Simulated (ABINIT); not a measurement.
**TaN in ABINIT: the effect of potentials**

Crystal: TaN.

```
CELL_PARAMETERS angstrom
0.00000 2.21132 2.21132
2.21132 0.00000 2.21132
2.21132 2.21132 0.00000
ATOMIC_POSITIONS crystal
Ta 0.50000 0.50000 0.50000
N 0.00000 0.00000 0.00000
```

The cell comes from a database or a generator and needn't be the stable form of this composition.

Alike in all runs:

```yaml
Program: ABINIT 10.8.3 (patched build)
Task: band structure
Functional: r2SCAN
k_mesh: 10 × 10 × 10
Occupations: fermi-dirac, width 0.05 eV
Spin: no spin polarisation
```

```tsv
potentials	cutoff	pressure (GPa)
Ansatz PAW PBE default generated set, frozen core	517 eV	-6.6
JTH PAW PBE v2.0	844 eV	-3.9
Ansatz NC r2SCAN	1497 eV	?
SG15 NC PBE v1.2	1306 eV	-16.2
PseudoDojo NC SR PBE v0.4.1 standard	1361 eV	-6.7
```

Question: What does the run with potentials Ansatz NC r2SCAN give?

Answer: Pressure -5.1 GPa.

Caveats: the highest band is partly filled, so the run has too few bands; the PAW data sets were made with another functional, which shifts forces and pressure a little (some runs); the potentials were made for another functional, which shifts forces and pressure (some runs); the atomic spheres overlap (some runs).

The runs don't all hold the same shells in valence.
